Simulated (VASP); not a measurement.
# TaSi in VASP: density of states with PBE

Aim: the density of states of TaSi with PBE.

Everything below comes from runs of VASP 6.6.1. Logs are shortened: lines on timing, memory, paths and dates and some standing lists are left out, and cuts for length are marked.

## Step 1: The sheet as given

The cell holds a sheet with vacuum, 2 atoms: a = 2.739 Å, b = 2.739 Å, c = 29.017 Å, α = 90.00°, β = 90.00°, γ = 120.00°.

The cell was built by a generator and needn't be a form met in nature.

## Step 2: Density of states, PBE

POSCAR reads:

```
TaSi
1.0
    2.7385876448      0.0000000000      0.0000000000
   -1.3692938224      2.3716864708      0.0000000000
    0.0000000000      0.0000000000     29.0170206942
Ta Si
1 1
Direct
    0.0000000000      0.0000000000      0.2306632119
    0.0000000000      0.0000000000      0.3207372978
```

INCAR.step1 reads:

```
SYSTEM = TaSi
  PREC = Accurate
  ENCUT = 520
  EDIFF = 1E-6
  ISMEAR = 0
  SIGMA = 0.1
  LREAL = .FALSE.
  LASPH = .TRUE.
  NELM = 60
  ALGO = Fast
  ISIF = 2
  LWAVE = .FALSE.
  LCHARG = .TRUE.
  LMAXMIX = 4
  LDIPOL = .TRUE.
  IDIPOL = 3
  DIPOL = 0.5 0.5 0.276
  GGA = PE
  NBANDS = 14
```

KPOINTS.step1 reads:

```
Automatic mesh
0
G
  24 24 1
  0 0 0
```

INCAR.step2 reads:

```
SYSTEM = TaSi
  PREC = Accurate
  ENCUT = 520
  EDIFF = 1E-6
  ISMEAR = -5
  SIGMA = 0.1
  LREAL = .FALSE.
  LASPH = .TRUE.
  NELM = 60
  ALGO = Fast
  ISIF = 2
  LWAVE = .FALSE.
  LCHARG = .FALSE.
  LMAXMIX = 4
  LDIPOL = .TRUE.
  IDIPOL = 3
  DIPOL = 0.5 0.5 0.276
  GGA = PE
  LORBIT = 11
  NEDOS = 2001
  ICHARG = 11
```

KPOINTS.step2 reads:

```
Automatic mesh
0
G
  36 36 1
  0 0 0
```

Potentials or basis: VASP PAW PBE potentials, release 64 (Ta_pv, Si).

On the command line:

```console
$ cat potpaw_PBE.64/Ta_pv/POTCAR potpaw_PBE.64/Si/POTCAR > POTCAR
$ cp INCAR.step1 INCAR
$ cp KPOINTS.step1 KPOINTS
$ mpirun -np 1 vasp_std > vasp.out
$ cp INCAR.step2 INCAR
$ cp KPOINTS.step2 KPOINTS
$ mpirun -np 1 vasp_std > vasp.out
```

OUTCAR:

```text
SYSTEM = TaSi
   PREC = Accurate
   ENCUT = 520
   EDIFF = 1E-6
   ISMEAR = -5
   LREAL = .FALSE.
   LASPH = .TRUE.
   NELM = 60
   ISIF = 2
   GGA = PE
   LORBIT = 11
   ICHARG = 11

 ion  position               nearest neighbor table
   1  0.000  0.000  0.231-   2 2.61
   2  0.000  0.000  0.321-   1 2.61

  LATTYP: Found a hexagonal cell.
 ALAT       =     2.7385876448
 C/A-ratio  =    10.5956151337

  Lattice vectors:

 A1 = (   2.7385876448,   0.0000000000,   0.0000000000)
 A2 = (  -1.3692938224,   2.3716864708,   0.0000000000)
 A3 = (   0.0000000000,   0.0000000000,  29.0170206942)

Analysis of symmetry for initial positions (statically):
=====================================================================
 Subroutine PRICEL returns:
 Original cell was already a primitive cell.

 Routine SETGRP: Setting up the symmetry group for a
 hexagonal supercell.

 Subroutine GETGRP returns: Found 12 space group operations
 (whereof 12 operations were pure point group operations)
 out of a pool of 24 trial point group operations.

The static configuration has the point symmetry C_6v.

Analysis of symmetry for dynamics (positions and initial velocities):
=====================================================================
 Subroutine PRICEL returns:
 Original cell was already a primitive cell.

 Routine SETGRP: Setting up the symmetry group for a
 hexagonal supercell.

 Subroutine GETGRP returns: Found 12 space group operations
 (whereof 12 operations were pure point group operations)
 out of a pool of 24 trial point group operations.

The dynamic configuration has the point symmetry C_6v.

 Subroutine INISYM returns: Found 12 space group operations
 (whereof 12 operations are pure point group operations),
 and found     1 'primitive' translations

----------------------------------------------------------------------------------------

                                     Primitive cell

  volume of cell :     188.4676

  direct lattice vectors                    reciprocal lattice vectors
     2.738587645  0.000000000  0.000000000     0.365151724  0.210820446  0.000000000
    -1.369293822  2.371686471  0.000000000     0.000000000  0.421640892  0.000000000
     0.000000000  0.000000000 29.017020694     0.000000000  0.000000000  0.034462532

  length of vectors
     2.738587645  2.738587645 29.017020694     0.421640892  0.421640892  0.034462532

  position of ions in fractional coordinates (direct lattice)
     0.000000000  0.000000000  0.230663212
     0.000000000  0.000000000  0.320737298

  ion indices of the primitive-cell ions
[... 101 lines left out ...]
   LORBIT       =     11    0 simple, 1 ext, 2 COOP (PROOUT), +10 PAW based schemes
   GGA     = PE    functional components
   LHFCALC =     F    Hartree Fock is set to
   AEXX    =    0.0000 exact exchange contribution
   IVDW    =     0    specifies the selected vdW correction
   LEPSILON=     F    determine dielectric tensor
   LRPA    =     F    only Hartree local field effects (RPA)
 non-spin polarized calculation
 RMM-DIIS sequential band-by-band and
 Fermi weights with tetrahedron method with Bloechl corrections
  energy-cutoff  :      520.00
  volume of cell :      188.47
 maximum number of plane-waves:      5125

 number of electron      14.9999998 magnetization

 dipolmoment           0.000000      0.000000     -0.040637 electrons x Angstroem

 Free energy of the ion-electron system (eV)
  ---------------------------------------------------
  ext. energy  EPLUGINS =         0.00000000
  ---------------------------------------------------
  free energy    TOTEN  =       -14.86558407 eV

  energy without entropy =      -14.86558407  energy(sigma->0) =      -14.86558407

 E-fermi :  -2.8337     XC(G=0):  -2.7415

 val. band max:       -2.7850412102   @ k =   0.3333   0.3333   0.0000
 cond. band min:      -2.8585307901   @ k =   0.2500   0.2500   0.0000
 fundamental gap:     -0.0734895799
 Fermi energy:        -2.8337162280

 k-point     1 :       0.0000    0.0000    0.0000
  band No.  band energies     occupation
      1     -36.8291      2.00000
      2     -35.8710      2.00000
      3     -35.8710      2.00000
      4     -13.9527      2.00000
      5      -9.0264      2.00000
      6      -6.1952      2.00000
      7      -2.8956      2.00000
      8      -1.7006      0.00000
      9      -1.7006      0.00000
     10       0.2308      0.00000
     11       1.7672      0.00000
[... 309 lines left out ...]
 k-point    24 :       0.1389    0.0278    0.0000
  band No.  band energies     occupation
      1     -36.7717      2.00000
      2     -36.2662      2.00000
      3     -35.9607      2.00000
      4     -13.3403      2.00000
      5      -7.9617      2.00000
      6      -5.6155      2.00000
      7      -2.8777      2.00000
      8      -2.6082      0.00000
      9      -0.6364      0.00000
     10       0.0536      0.00000
     11       1.5823      0.00000

 [... further k-points ...]

------------------------ aborting loop because EDIFF is reached ----------------------------------------

 vacuum level on the upper side and lower side of the slab       (xc-potential included)        -0.565         0.546

  FORCE on cell =-STRESS in cart. coord.  units (eV):
  Direction    XX          YY          ZZ          XY          YZ          ZX
  --------------------------------------------------------------------------------------
  -------------------------------------------------------------------------------------
  Total       -0.1118044     -0.1118044     -0.6334199      0.0000000      0.0000000      0.0000000
  in kB       -0.9504572     -0.9504572     -5.3847502      0.0000000      0.0000000      0.0000000
  external PRESSURE =      -2.4285549 kB  Pullay stress =       0.0000000 kB

 VOLUME and BASIS-vectors are now :
 -----------------------------------------------------------------------------
  energy-cutoff  :      520.00
  volume of cell :      188.47
      direct lattice vectors                 reciprocal lattice vectors
     2.738587645  0.000000000  0.000000000     0.365151724  0.210820446  0.000000000
    -1.369293822  2.371686471  0.000000000     0.000000000  0.421640892  0.000000000
     0.000000000  0.000000000 29.017020694     0.000000000  0.000000000  0.034462532

 POSITION                                       TOTAL-FORCE (eV/Angst)
 -----------------------------------------------------------------------------------
      0.00000      0.00000      6.69316         0.000000     -0.000000     -0.072497
      0.00000      0.00000      9.30684        -0.000000      0.000000      0.072497
 -----------------------------------------------------------------------------------
    total drift:                                0.000000      0.000000     -0.033573

  FREE ENERGIE OF THE ION-ELECTRON SYSTEM (eV)
  ---------------------------------------------------
  free  energy   TOTEN  =       -14.8655840725 eV

  energy  without entropy=      -14.8655840725  energy(sigma->0) =      -14.86558407

 vacuum level on the upper side and lower side of the slab         1.646         2.778

 total charge

# of ion       s       p       d       tot
------------------------------------------
    1        0.411   6.108   2.508   9.027
    2        0.845   0.688   0.000   1.533
--------------------------------------------------
tot          1.256   6.796   2.508  10.559
```

OSZICAR.step1:

```text
N       E                     dE             d eps       ncg     rms          rms(c)
DAV:   1     0.516139514200E+02    0.51614E+02   -0.70257E+03  2212   0.748E+02
DAV:   2    -0.116631757534E+02   -0.63277E+02   -0.57883E+02  2368   0.151E+02
DAV:   3    -0.154225068998E+02   -0.37593E+01   -0.35453E+01  2354   0.314E+01
[... 14 lines left out ...]
RMM:  18    -0.148744678353E+02   -0.41479E-04   -0.60941E-06  1883   0.751E-03    0.249E-03
RMM:  19    -0.148744957401E+02   -0.27905E-04   -0.19811E-06  1752   0.522E-03    0.841E-04
RMM:  20    -0.148745047340E+02   -0.89939E-05   -0.66046E-07  1414   0.276E-03    0.595E-04
RMM:  21    -0.148745112360E+02   -0.65020E-05   -0.36247E-07  1354   0.218E-03    0.227E-04
RMM:  22    -0.148745137762E+02   -0.25403E-05   -0.11939E-07  1177   0.159E-03    0.140E-04
RMM:  23    -0.148745146825E+02   -0.90633E-06   -0.35826E-08   922   0.126E-03
   1 F= -.14874515E+02 E0= -.14863915E+02  d E =-.211985E-01
```

Run time: 4.7 min. Hardware: 1 thread of Intel Xeon Platinum 8488C (Sapphire Rapids), shared host; peak memory 0.48 GiB.

What came out:

```yaml
Valence_electrons_inside_the_program's_atomic_spheres: Ta 9.03; Si 1.53
```

States per cell in windows of 0.5 eV (zero at the Fermi level; states under -8 eV left out):
| from (eV) | total | Ta1_d | Si2_p | Si2_s | Ta1_p | Ta1_s | Si2_d |
| --- | --- | --- | --- | --- | --- | --- | --- |
| -8.0 | 0.14 | 0.00 | 0.01 | 0.04 | 0.00 | 0.00 | 0.00 |
| -7.5 | 0.16 | 0.00 | 0.01 | 0.05 | 0.00 | 0.00 | 0.00 |
| -7.0 | 0.15 | 0.00 | 0.01 | 0.04 | 0.00 | 0.00 | 0.00 |
| -6.5 | 0.19 | 0.01 | 0.02 | 0.05 | 0.00 | 0.01 | 0.00 |
| -6.0 | 0.23 | 0.01 | 0.02 | 0.05 | 0.00 | 0.03 | 0.00 |
| -5.5 | 0.26 | 0.01 | 0.02 | 0.06 | 0.00 | 0.03 | 0.00 |
| -5.0 | 0.22 | 0.01 | 0.02 | 0.03 | 0.00 | 0.03 | 0.00 |
| -4.5 | 0.30 | 0.03 | 0.03 | 0.03 | 0.01 | 0.04 | 0.00 |
| -4.0 | 0.53 | 0.16 | 0.04 | 0.03 | 0.01 | 0.06 | 0.00 |
| -3.5 | 0.69 | 0.23 | 0.06 | 0.03 | 0.02 | 0.06 | 0.00 |
| -3.0 | 0.57 | 0.17 | 0.06 | 0.03 | 0.02 | 0.03 | 0.00 |
| -2.5 | 0.73 | 0.24 | 0.07 | 0.03 | 0.02 | 0.02 | 0.00 |
| -2.0 | 0.78 | 0.30 | 0.06 | 0.03 | 0.03 | 0.01 | 0.00 |
| -1.5 | 0.91 | 0.37 | 0.09 | 0.01 | 0.02 | 0.01 | 0.00 |
| -1.0 | 0.75 | 0.35 | 0.05 | 0.01 | 0.02 | 0.01 | 0.00 |
| -0.5 | 1.52 | 0.63 | 0.09 | 0.02 | 0.07 | 0.03 | 0.00 |
| 0.0 | 1.07 | 0.39 | 0.12 | 0.02 | 0.05 | 0.03 | 0.00 |
| 0.5 | 0.38 | 0.17 | 0.04 | 0.01 | 0.01 | 0.00 | 0.00 |
| 1.0 | 0.71 | 0.30 | 0.09 | 0.02 | 0.03 | 0.00 | 0.00 |
| 1.5 | 0.69 | 0.27 | 0.08 | 0.02 | 0.04 | 0.01 | 0.00 |
| 2.0 | 0.69 | 0.27 | 0.07 | 0.02 | 0.05 | 0.01 | 0.00 |
| 2.5 | 1.08 | 0.41 | 0.08 | 0.01 | 0.05 | 0.01 | 0.00 |
| 3.0 | 1.01 | 0.42 | 0.07 | 0.02 | 0.03 | 0.01 | 0.00 |
| 3.5 | 0.73 | 0.35 | 0.06 | 0.02 | 0.01 | 0.01 | 0.00 |
| 4.0 | 0.53 | 0.17 | 0.05 | 0.01 | 0.01 | 0.01 | 0.00 |
| 4.5 | 0.21 | 0.04 | 0.01 | 0.00 | 0.00 | 0.00 | 0.00 |
| 5.0 | 0.00 | 0.00 | 0.00 | 0.00 | 0.00 | 0.00 | 0.00 |
| 5.5 | 0.00 | 0.00 | 0.00 | 0.00 | 0.00 | 0.00 | 0.00 |

Caveat: tetrahedron occupations give inexact forces and stress in metals.
